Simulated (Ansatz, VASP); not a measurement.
**Two plane-wave programs on C**

INCAR

```
SYSTEM = C
ALGO = Normal
EDIFF = 1E-6
ENCUT = 520
GGA = PS
ISIF = 2
ISMEAR = 0
LASPH = .True.
LCHARG = .False.
LREAL = .False.
LWAVE = .False.
NBANDS = 11
NELM = 80
PREC = Accurate
SIGMA = 0.05
```

File KPOINTS:

```
k-points
0
Gamma
  12 12 12
  0 0 0
```

POSCAR

```
C
1.0
    0.0000000000      1.8758199042      1.5944469185
    1.8758199042      0.0000000000      1.5944469185
    1.8758199042      1.8758199042      0.0000000000
C
2
Direct
    0.5000000000      0.5000000000      0.5000000000
    0.7500000000      0.7500000000      0.7500000000
```

Input for Ansatz:

```yaml
crystal:
  lattice:
    - [0.0, 1.8758199042, 1.5944469185]
    - [1.8758199042, 0.0, 1.5944469185]
    - [1.8758199042, 1.8758199042, 0.0]
  atoms:
    - { symbol: C, position: [0.5, 0.5, 0.5] }
    - { symbol: C, position: [0.75, 0.75, 0.75] }
basis:
  ecutwfc: 420
kpoints:
  mp_grid: { grid: [12, 12, 12] }
hamiltonian:
  xc: pbesol
scf:
  occupations: { method: gaussian, width: 0.05 }
output:
  forces: true
  stress: true
  eigenvalues: true
```

Alike in both runs: task single point; functional PBEsol; k mesh 12 × 12 × 12; occupations gaussian, width 0.05 eV; no spin polarisation.

```csv
,VASP,Ansatz
version,VASP 6.6.1,Ansatz 0.2.0
potentials or method,"VASP PAW PBE potentials, release 64 (C)","scalar-relativistic, plane waves, PAW"
plane-wave cutoff (eV),520,420
valence electrons in the cell,8,8
```

|  | VASP | Ansatz | Ansatz less VASP |
| --- | --- | --- | --- |
| gap on the k mesh at the Fermi level (eV) | 0.16 | 0.17 | +0.010 |
| least direct gap on the mesh (eV) | 3.13 | 3.14 | +0.004 |
| pressure (GPa) | 1.3 | 0.2 | -1.05 |
| largest component of the traceless stress (GPa) | 83.34 | 83.45 | +0.116 |

The functional is the same, so the differences come from potentials, cutoffs and numerics.

Caveats: the PAW data sets were made with another functional, which shifts forces and pressure a little (VASP).
